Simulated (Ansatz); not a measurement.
**Structure relaxation of Ta₂N**

Method: DFT r2SCAN, scalar-relativistic, plane waves, PAW (Ansatz).

The start is a database structure of Ta₂N, space group P-31m (No. 162).

The final relaxation ran on this input, with the default PAW datasets:

```yaml
crystal:
  lattice:
    - [5.2965720514, 0.0, 0.0]
    - [-2.6482860257, 4.5869659495, 0.0]
    - [0.0, 0.0, 4.9391825701]
  atoms:
    - { symbol: Ta, position: [0.66636167, 0.66636167, 0.75361826] }
    - { symbol: Ta, position: [0.0, 0.33363833, 0.75361826] }
    - { symbol: Ta, position: [0.33363833, 0.0, 0.75361826] }
    - { symbol: Ta, position: [0.33363833, 0.33363833, 0.24638174] }
    - { symbol: Ta, position: [0.0, 0.66636167, 0.24638174] }
    - { symbol: Ta, position: [0.66636167, 0.0, 0.24638174] }
    - { symbol: "N", position: [0.66666667, 0.33333333, 0.5] }
    - { symbol: "N", position: [0.33333333, 0.66666667, 0.5] }
    - { symbol: "N", position: [0.0, 0.0, 0.0] }
basis:
  ecutwfc: 500
kpoints:
  mp_grid: { grid: [12, 12, 8] }
hamiltonian:
  xc: r2scan
scf:
  occupations: { method: gaussian, width: 0.1 }
output:
  forces: true
  stress: true
  eigenvalues: true
relax:
  adjacent_minimum: "off"
  f_tol: 0.01
  max_steps: 80
  cell: { stress_tol: 0.05 }
```

Launched as:

```bash
ansatz run input.yaml --threads 1 --pin off --max-ram 2560MiB --backend cpu --events-out ev --progress --plain --runs-dir out
```

It took 5 min on 1 thread of Intel(R) Xeon(R) 6975P-C (Granite Rapids), on a shared host, peak memory 1.2 GiB.

End of the output:

```
SCF converged after 4 iterations
Free energy (F): -60829.669387 eV
Harris-Foulkes:  -60829.669387 eV  (|F-HF|=2.18e-11)
Internal energy: -60829.656201 eV  (E = F + TS)
E sigma→0 (E₀):  -60829.662794 eV
Entropy (-TS):   -0.013187 eV (-1.465 meV/atom)
Fermi energy:    19.947979 eV
--- Per-component energies (eV) ---
  E_band       = -582.817979
  E_kinetic    = 2607.461731
  E_local      = -3630.214065  (includes V_loc(G=0)·N_el)
  E_nonlocal   = 222.105298
  E_hartree    = 1256.671473
  E_xc         = -1411.102339
  E_vxc        = -1592.694713  (∫ρ·V_xc dr)
  E_paw        = -50926.054647  (= ΣΔE_a)
  E_vpaw       = -784.111428  (= ΣTr[D̂ρ^β])
  E_aug_tail   = 0.000585  (compensation charges beyond the density's cutoff)
  E_vtau       = 81.291675  (kinetic-family band-sum trace: ∫τ·v_τ [+ j·A + Jᵃ·Aᵃ] dr)
  E_ewald      = -8943.897862
  E_core_change = -4.626375  (= ΣΔE_core)
  E_smearing   = -0.013187  (= −TS)
  E_closure    = 0.000000  (closes the sum)
  Σ components = -60829.669387   (vs F -60829.669387, Δ=0.00e0)
--- Forces (eV/Å), atoms counted from 1 ---
  atom   1  Ta     0.00059956     0.00103847     0.00069015
  atom   2  Ta     0.00059956    -0.00103847     0.00069015
  atom   3  Ta    -0.00119912     0.00000000     0.00069015
  atom   4  Ta    -0.00059956    -0.00103847    -0.00069015
  atom   5  Ta    -0.00059956     0.00103847    -0.00069015
  atom   6  Ta     0.00119912     0.00000000    -0.00069015
  atom   7  N      0.00000000     0.00000000     0.00000000
  atom   8  N      0.00000000     0.00000000     0.00000000
  atom   9  N      0.00000000     0.00000000     0.00000000
  max |Σ_I F_I| component: 1.41e-17 eV/Å
--- Stress (GPa, compression-positive) ---
        0.002136       0.000000       0.000000
        0.000000       0.002136       0.000000
        0.000000       0.000000      -0.001583
  P = ⅓ Tr σ = 0.0009 GPa (0.009 kbar)
--- Relaxed structure (5 steps of the walk, 4 accepted, 1 SCFs on fresh bases) ---
  F+E_penalty+E_count = -60829.66938749 eV   max|allowed force component| = 1.199e-3 eV/Å   (the final SCF, on the basis selected at the relaxed cell)
  cell:  # Å, volume = 119.5277 Å³
    - [5.290918, 0.0, 0.000000]
    - [-2.645459, 4.582069, 0.000000]
    - [0.000000, 0.000000, 4.930327]
  atoms:
    - { symbol: Ta, position: [0.666747, 0.666747, 0.753337] }
    - { symbol: Ta, position: [0.000000, 0.333253, 0.753337] }
    - { symbol: Ta, position: [0.333253, 0.000000, 0.753337] }
    - { symbol: Ta, position: [0.333253, 0.333253, 0.246663] }
    - { symbol: Ta, position: [0.000000, 0.666747, 0.246663] }
    - { symbol: Ta, position: [0.666747, 0.000000, 0.246663] }
    - { symbol: N, position: [0.666667, 0.333333, 0.500000] }
    - { symbol: N, position: [0.333333, 0.666667, 0.500000] }
    - { symbol: N, position: [0.000000, 0.000000, 0.000000] }
```

Total energies depend on the potentials used, so only differences within one code and one set of settings carry meaning.

The result has space group P-31m (No. 162). Around Ta lie 3 N at 2.14–2.16 Å; around N on Wyckoff site d (2 atoms of the primitive cell) lie 6 Ta at 2.16 Å; around N on Wyckoff site a (1 atom of the primitive cell) lie 6 Ta at 2.14 Å.

Against the elements it lies at -1.03 eV/atom. Formation energies are uncorrected and refer to the elements' standard structures at the same level (N₂ as a molecule).

For metals, differences of a few meV/atom aren't resolved. Spin–orbit coupling is left out.

Symmetry constrained the relaxation, so the result can be a saddle point.